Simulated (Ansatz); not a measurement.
Mg2Sn, DFT, LDA, all-electron PAW with datasets made for the crystal, scalar-relativistic (Ansatz 0.2.0), run on 1 thread of Intel(R) Xeon(R) Platinum 8259CL CPU @ 2.50GHz (Skylake/Cascade Lake) on a shared host.

The cell is COD entry 1537878, as deposited and not checked against the literature; nothing was relaxed. The listed cell was then made from it by scaling, straining or moving an atom.

Command: `ansatz run input.yaml --threads 1 --pin off --max-ram 4096MiB --backend cpu --events-out ev --progress --plain --runs-dir out`

```yaml
crystal:
  lattice:
    - [0.0, 3.3795, 3.345705]
    - [3.3795, 0.0, 3.345705]
    - [3.3795, 3.3795, 0.0]
  atoms:
    - { symbol: Mg, position: [0.25, 0.25, 0.25] }
    - { symbol: Mg, position: [0.75, 0.75, 0.75] }
    - { symbol: Sn, position: [0.0, 0.0, 0.0] }
kpoints:
  mp_grid: { grid: [11, 11, 11] }
scf:
  occupations: { method: fermi_dirac, width: 0.08 }
hamiltonian:
  xc: lda
  pseudopotentials: { kind: all_electron, datasets: crystal }
output:
  forces: true
  stress: true
  eigenvalues: true
  efg: { contact_densities: true }
```

Task: How large is the problem that the program sets up?

Result: 126 irreducible k-points, 637 plane waves at Γ, 14 bands.

Task: About how long does it take, and how much memory does it use?

Result: 16 s of wall time for 7 SCF iterations, with a peak of 0.63 GiB. Times on shared machines scatter by tens of per cent.

Task: And the same cell and mesh by PAW (frozen-core files), asked for forces, stress, eigenvalues, efg, on the same hardware?

Result: 11 s, peak memory 0.53 GiB.
